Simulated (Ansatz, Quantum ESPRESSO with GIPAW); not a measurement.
# 13C and 1H NMR of KHCO2, calculated, part 2 of 2

Aim: the magnetic shielding tensor of every site in KHCO2 and the field gradients at its nuclei.

Quantum ESPRESSO with GIPAW; PBEsol.

So far. Step 3 (Shieldings): In this run the largest span is that of O (site symmetry m), with principal values -291.8, -102.5 and 195.3 ppm. On H the most shielded direction lies along its short bond to C.

## (4) Field gradients

Level of this step: DFT, PBEsol, plane-wave PAW, default files, scalar-relativistic, field gradients (Ansatz).

2H, 17O and 39K have a quadrupole moment, which couples to the field gradient and broadens the lines. The gradient is a property of the ground-state density and needs no response; it is taken from a second code that counts the whole PAW charge. C_Q = eQV_zz/h, with Q = 0.00285783 barn for 2H, -0.02558 barn for 17O, 0.0603 barn for 39K.

This step: DFT, PBEsol, plane-wave PAW, default files (PAW set soft_2), scalar-relativistic, field gradients (Ansatz 0.2.0), on the same atoms.

The input, input.yaml:

```yaml
crystal:
  lattice:
    - [2.965597, -3.475583, 0.0]
    - [2.965597, 3.475583, 0.0]
    - [0.0, 0.0, 7.05183]
  atoms:
    - { symbol: K, position: [0.0, 0.0, 0.0] }
    - { symbol: K, position: [0.0, 0.0, 0.5] }
    - { symbol: O, position: [0.875808212, 0.5044797206, 0.25] }
    - { symbol: O, position: [0.5044797206, 0.875808212, 0.75] }
    - { symbol: O, position: [0.124191788, 0.4955202794, 0.75] }
    - { symbol: O, position: [0.4955202794, 0.124191788, 0.25] }
    - { symbol: C, position: [0.3975843287, 0.6024156713, 0.75] }
    - { symbol: C, position: [0.6024156713, 0.3975843287, 0.25] }
    - { symbol: H, position: [0.5588624867, 0.4411375133, 0.75] }
    - { symbol: H, position: [0.4411375133, 0.5588624867, 0.25] }
kpoints:
  mp_grid: { grid: [4, 4, 3] }
scf:
  occupations: { method: fixed }
hamiltonian:
  xc: pbesol
  pseudopotentials: { kind: paw, frozen_core: stored }
output:
  forces: false
  stress: false
  efg:
    quadrupole_moments_barn: { K: 0.0603, O: -0.02558, H: 0.00285783 }
```

The run is started by

```bash
$ ansatz run input.yaml --threads 4 --pin off --max-ram 8192MiB --backend cpu --events-out ev --progress --plain --runs-dir out
```

The program printed:

```text
[... set-up, SCF cycles and energies left out ...]
--- PAW observables at the nuclei: V_zz in 10²¹ V/m², potentials from the cell's mean, atoms counted from 1 ---
  atom   1  K  V_zz =    +0.496940   η = 0.4439   by run symmetry: allowed   C_q = +0.7246 MHz
  atom   2  K  V_zz =    +0.496940   η = 0.4439   by run symmetry: allowed   C_q = +0.7246 MHz
  atom   3  O  V_zz =   -12.891433   η = 0.3502   by run symmetry: allowed   C_q = +7.9736 MHz
  atom   4  O  V_zz =   -12.891433   η = 0.3502   by run symmetry: allowed   C_q = +7.9736 MHz
  atom   5  O  V_zz =   -12.891433   η = 0.3502   by run symmetry: allowed   C_q = +7.9736 MHz
  atom   6  O  V_zz =   -12.891433   η = 0.3502   by run symmetry: allowed   C_q = +7.9736 MHz
  atom   7  C  V_zz =    +3.779023   η = 0.4437   by run symmetry: allowed
  atom   8  C  V_zz =    +3.779023   η = 0.4437   by run symmetry: allowed
  atom   9  H  V_zz =    +2.351389   η = 0.0039   by run symmetry: allowed   C_q = +0.1625 MHz
  atom  10  H  V_zz =    +2.351389   η = 0.0039   by run symmetry: allowed   C_q = +0.1625 MHz
[the lines on potentials at the nuclei are left out]
```

The job ended after 5.1 s (4 threads of Intel Xeon Platinum 8259CL at 2.50GHz (Skylake/Cascade Lake), shared host; peak memory 0.47 GiB).

Among nuclei of half-integer spin the second-order effect is largest for 17O on O (spin 5/2, C_Q 7.97 MHz): at 9.4 T it moves the centre of gravity of the MAS line by -135 ppm from δ_iso, and by a quarter of that at twice the field, by δ_Q = −(3/40)(C_Q/ν0)²(1 + η²/3)[I(I+1) − 3/4]/[I²(2I−1)²] × 10⁶ ppm with ν0 = 54.3 MHz.

## (5) From shieldings to shifts

A shielding is counted from the bare nucleus and a shift from a reference compound, with the opposite sign. A fitted line does better than one reference, as its slope takes up part of the functional's error. For ¹H and ⁷Li, with little paramagnetic shielding, slope and scatter come mostly from geometry, vibration and the shape term.

Shifts follow from reference lines fitted to measured solids with this functional and these files. 13C: δ = (162.2 − σ), zero at TMS, fitted to 6 measured values, from C, KHCO3, Li2CO3, MgCO3, Na2CO3 and SiC, with a scatter of 0.77 ppm r.m.s., on σ without the shape term; 1H: δ = (29.71 − σ) / 1.204, zero at TMS, fitted to 11 measured values, from Ca(BH4)2, Ca(OH)2, CsH2PO4, LiBH4, LiH, MgH2, NaH, NaOH and NH4H2PO4, with a scatter of 0.61 ppm r.m.s., with σ taken with the shape term of a sphere (6.6 ppm here). Kinds of site that fitted badly were split off after the misses were seen, so the scatter is that of the points kept.

Covalently bonded atoms count as neighbours within 1.18 times the sum of their radii. Otherwise a cation's neighbours lie within 1.2 times its shortest bond (1.3 for large cations, each anion's radius taken off where they differ), and an anion's are the cations that count it.

| site | atom no. | atoms in cell | surroundings | bonds (Å) | δ_iso (ppm) | C_Q (MHz) | η_Q |
| --- | --- | --- | --- | --- | --- | --- | --- |
| K | 1 | 2 | KO8 | 2.86 to 3.03 | - | 0.72 | 0.44 |
| O | 3 | 4 | bound to CK4 | 1.27 to 3.03 | - | 7.97 | 0.35 |
| C | 7 | 2 | CO2H | 1.12 to 1.27 | 173.8 | - | - |
| H | 9 | 2 | bound to C | 1.121 | 7.21 | 0.162 | 0.00 |

Simulated spectrum: 13C MAS at 10 kHz, 9.4 T (100.7 MHz), lines broadened by 0.8 ppm; rigid lattice, with dipolar and J couplings left out. Lines over 1.5 % of the strongest (ppm: area): 273.1: 0.05, 173.8: 1.00, 74.4: 0.05. Spinning sidebands lie 99.3 ppm apart.

Simulated spectrum, 1H MAS at 62.5 kHz, 16.4 T (698.3 MHz), lines broadened by 0.5 ppm; rigid lattice, with dipolar and J couplings left out: a single narrow line at 7.21 ppm.

Simulated spectrum: 17O fast MAS, 18.8 T (108.6 MHz), central transition to second order, lines broadened by 1.5 ppm; the axis counts ppm from the isotropic position of O, as −Δσ; rigid lattice, with dipolar and J couplings and satellite transitions left out.

offset (ppm), intensity and a bar:
```
      4.2       0.00 
      1.2       0.00 
     -1.7       0.01 
     -4.7       0.17 #####
     -7.4       0.44 #############
    -10.4       0.48 ##############
    -13.4       0.54 ################
    -16.1       0.61 ##################
    -19.1       0.76 #######################
    -21.2       0.99 ##############################
    -22.1       0.88 ##########################
    -24.8       0.67 ####################
    -27.8       0.60 ##################
    -30.8       0.56 #################
    -33.8       0.55 #################
    -36.5       0.55 #################
    -39.5       0.58 #################
    -42.5       0.65 ###################
    -45.2       0.86 ##########################
    -46.1       1.00 ##############################
    -48.2       0.61 ##################
    -51.2       0.44 #############
    -53.9       0.38 ###########
    -56.9       0.34 ##########
    -59.9       0.27 ########
    -62.8       0.09 ###
    -65.6       0.09 ###
    -68.6       0.08 ##
    -71.5       0.08 ##
    -74.3       0.08 ##
    -77.3       0.07 ##
    -80.2       0.07 ##
    -83.0       0.02 #
    -86.0       0.00 
    -88.9       0.00 
    -91.7       0.00
```

Most prominent maxima (ppm: height): -21.2: 0.99, -46.1: 1.00.

## (6) Cost against result

Each row names what was changed: the structure as given shows what the relaxation did; another cutoff tests the basis.

Changes of σ_iso (ppm) against the run above (PBEsol, cutoffs 55 and 330 Ry, mesh 4×4×3, 50 min). Times are CPU times of pw.x and gipaw.x together, on 4 MPI ranks of Intel Xeon Platinum 8259CL at 2.50GHz (Skylake/Cascade Lake), shared host; on a shared host they are rough.

| run | CPU time | f-sum miss | K | O | C | H |
| --- | --- | --- | --- | --- | --- | --- |
| structure as given | 47 min | 0.0056 | -0.6 | -5.9 | -2.1 | +0.03 |
| cutoffs 70 and 420 Ry | 65 min | 0.0026 | +0.7 | +0.4 | -0.8 | +0.03 |

The largest move is -5.9 ppm, on O, from structure as given.

## (7) Outcome

| Quantity | Value |
| --- | --- |
| 13C shift | 173.8 ppm |
| 1H shift | 7.21 ppm |
| 2H size of C_Q | 0.162 MHz |
| 17O shielding without shape term | -66.3 ppm |
| 17O size of C_Q | 7.97 MHz |
| 39K shielding without shape term | 1201.8 ppm |
| 39K size of C_Q | 0.72 MHz |

In words: 13C has one site (CO2H), with isotropic shift 173.8 ppm. 1H has one site (bound to C), with isotropic shift 7.21 ppm. Going to cutoffs 70 and 420 Ry changes no isotropic shielding by more than 0.76 ppm, so the main run is converged in that respect. A finer mesh was not carried through on these files. Hydrogen's values are less sure: spans of ¹H carry errors of some ppm on PAW files, the bulk susceptibility matters on its narrow scale, and it is treated as a fixed classical nucleus at 0 K. In PBE checks against another PAW code, field gradients made this way came out (cores as stored) 4 to 9 % larger on O (three silicas and corundum) and 6 % smaller on Al (corundum alone). This build of gipaw.x prints that it is not audited and that its numbers are no references by themselves. It also reports spline_ps as false although the input sets it; why was not traced. The field gradients use PAW files made for PBE.

[Banner, clock, file and message-heading lines were taken out of the pw.x and gipaw.x logs.]

[Logs are printed without paths, hosts, clocks, repeated set-up lines and the standing remarks that a program may print on its own settings, such as how far it seeks lower states.]

[Hosts, paths, dates, database ids (printed as entryN), source tags and the programs' standing remarks are cut or masked in the printed files.]

[Where no reference line passes its bar on scatter, no shift is given, so a measured shift of this compound may stand uncompared.]
